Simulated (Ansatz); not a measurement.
**PtAl: changing the functional**

The structure is cubic, space group Pm-3m (No. 221). The conventional cell has a = 3.092 Å, b = 3.092 Å, c = 3.092 Å, α = 90.00°, β = 90.00°, γ = 90.00°. Around Pt (site symmetry m-3m) lie 8 Al at 2.68 Å. Al (site symmetry m-3m) has 8 Pt at 2.68 Å as nearest neighbours.

Measurements of this composition are mostly on another form, of space group No. 198.

Kept alike: task band structure; k mesh 9 × 9 × 9; occupations fermi-dirac, width 0.05 eV; no spin polarisation. Program: Ansatz, all-electron LAPW, scalar-relativistic. The mesh is that of the run's cell of 2 atoms. No spin-orbit coupling.

| functional | pressure (GPa) |
| --- | --- |
| BLYP | 6.89 |
| LDA | -9.75 |
| PBEsol | -5.71 |

Pressure is positive in compression. For a metal such a mesh leaves the last digits unconverged.

Problem. What does the functional change here?

Solution. The pressure runs from -9.75 (LDA) to 6.89 GPa (BLYP). A positive pressure means that the functional's own cell is larger than the one given, a negative one that it is smaller.
